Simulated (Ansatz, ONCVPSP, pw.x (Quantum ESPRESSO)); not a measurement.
**lanthanum: one change to the ONCV potential, in the atom and in the bcc crystal**

```json
{
  "Element": "lanthanum",
  "Generator": "ONCVPSP 4.0.1",
  "Type": "optimised norm-conserving Vanderbilt (ONCV)",
  "Functional": "PBE",
  "Relativity": "scalar-relativistic",
  "Frozen core": "[Kr] 4d10",
  "Valence charge": "11",
  "Reference configuration": "5s2 5p6 5d1 6s1.75 (charge +0.25)",
  "Partial waves": "5s+6s: rc 2.40 bohr, ncon 4, nbas 8, qcut 4.2 1/bohr, 2 projectors; 5p: rc 3.00 bohr, ncon 4, nbas 8, qcut 3.9 1/bohr, 1 projector; 5d: rc 3.50 bohr, ncon 3, nbas 8, qcut 3.9 1/bohr, 2 projectors, debl 3.7 Ha; f scattering state at 0.08 Ha: rc 3.80 bohr, ncon 4, nbas 7, qcut 3.1 1/bohr, 1 projector",
  "Local potential": "polynomial inside 1.95 bohr (lpopt 2, dvloc0 0 Ha)",
  "Core correction": "Teter function, fcfact 5.75, rcfact 1.6"
}
```

In the f channel the program set the typed energies aside and used -0.209 Ha.

Change: all radii but the core radius scaled by about 0.84 (s 2.02, p 2.54, d 2.96, f 3.20 bohr); local potential polynomial inside 1.64 bohr (lpopt 2, dvloc0 0 Ha).

Cutoffs, loose and tight: the cutoffs (Ha) at which the residual kinetic energy of the hardest occupied pseudo-wave falls to 1 and 0.1 mHa per electron. They do not see the model core or the augmentation charge, which bear on the density cutoff. Test errors are all-electron minus pseudo excitation energies from the reference, over the configurations 5s2 5p6 5d1 6s2; 5s2 5p6 5d1 6s1; 5s2 5p6 5d1 6s0; 5s2 5p5 5d1 6s2; variants that change the core or the reference have their own tests.

Crystal test: bcc La in pw.x 7.5, no spin, 11³ k-points, Fermi–Dirac smearing 0.01 Ry, cutoffs set for each file from its atomic test. The reference is all-electron LAPW (Ansatz 0.2.0) with the same functional, mesh and smearing; V0 and B0 come from Birch–Murnaghan fits to the pressures at five volumes. Errors are pseudo minus all-electron; Δ is the rms difference of the E(V) curves that follow from these fits, minima aligned, over ±6 % about the mean V0. Mesh and smearing are coarse, so the numbers serve the comparison and aren't converged zero-temperature values; the lattice is a test structure that the element need not adopt.

All-electron: a0 = 4.241 Å (V0 = 38.13 Å³/atom), B0 = 25.4 GPa.

Does the change bring the crystal closer to the all-electron result?

The mean pressure error goes from +2.28 to +0.24 GPa, so the change moves the solid closer to the all-electron pressures.

```csv
quantity,base,changed
outcome (atom),"generated, projector energies reset by the program","generated, projector energies reset by the program"
"cutoff, loose (atom)",7.1 Ha,10 Ha
"cutoff, tight (atom)",9.8 Ha,39 Ha
bound ghosts (atom),none,none
largest test error (meV) (atom),-96,-62
cutoffs in pw.x (Ry),50/200,95/380
a0 (Å),–,4.253
a0 error (%),–,+0.29
B0 error (%),–,+1.4
Δ (meV/atom),–,1.9
mean pressure error (GPa),+2.28,+0.24
```

A dash: not determined, or the minimum lies outside the volumes sampled.

Base: The largest radius (3.80 bohr) exceeds half the bond length (3.46 bohr), so the spheres overlap, which is one possible source of error among others. This is a poor potential for the solid.
